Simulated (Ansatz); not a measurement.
## Point defect: N vacancy in GaN

These are results of DFT PBE, scalar-relativistic, plane waves, PAW in Ansatz 0.2.0, not measurements. Settings: 420 eV cutoff, 2×2×2 k-mesh, Gaussian smearing of 0.01 eV, collinear spin in charge 0, +2 alone.

Host crystal, relaxed:

```
Ga N
1.0
     3.21837    0.00000    0.00000
    -1.60919    2.78719    0.00000
     0.00000    0.00000    5.24317
Ga N
2 2
Direct
  0.66667 0.33333 0.49913
  0.33333 0.66667 0.99913
  0.66667 0.33333 0.87587
  0.33333 0.66667 0.37587
```

Supercell of 48 atoms, rows in host cell vectors: 0 2 -1; 2 0 -1; -2 -2 -1. Atoms relax at the host's cell, keeping the symmetry that the supercell leaves at the site. The cell is small, so energies carry finite-size errors of tenths of an eV. The host's Kohn–Sham gap is 1.71 eV. Atoms are taken from and returned to the elements' standard states. Charged cells are corrected for image charges with the computed static dielectric tensor (mean 10.9) and aligned with the host's potential at far atoms (alignment terms reach 0.51 eV; the program doubts the alignment in some charges, where it is up to 0.51 eV). No band-filling term is added, and the Fermi level counts from the host's valence band top.

Starting moments were lost in some runs.

Defect: N vacancy at (0.667, 0.333, 0.876) of the host cell.

Problem. What is the formation energy of the neutral defect?

Solution. 3.52 eV.

Problem. Does the neutral defect carry a moment, and how do its surroundings relax?

Solution. It adds no moment. The nearest neighbours before are 3 Ga at 1.97 Å, 1 Ga at 1.98 Å; after relaxation the atoms near the site are 3 Ga at 1.93 Å, 1 Ga at 1.97 Å; the largest move is 0.04 Å.

Problem. Charges +2, +1, 0 were computed. Which is stable where in the gap?

Solution. Among the charges computed the stable one is +1 at the valence band top and stays so across the gap. In charge 0 the extra carrier would gain by moving to a band edge of the host, so it isn't bound in the gap, though by less than the errors named above. In charge +2, 0 the cell has partly filled bands: a level of the defect may be part filled, the carrier may sit in the host's bands, or levels may cross between the k points, so transitions that involve it are doubtful. Levels between neighbouring charges: (+2/+1) -0.19 eV, (+1/0) 2.15 eV.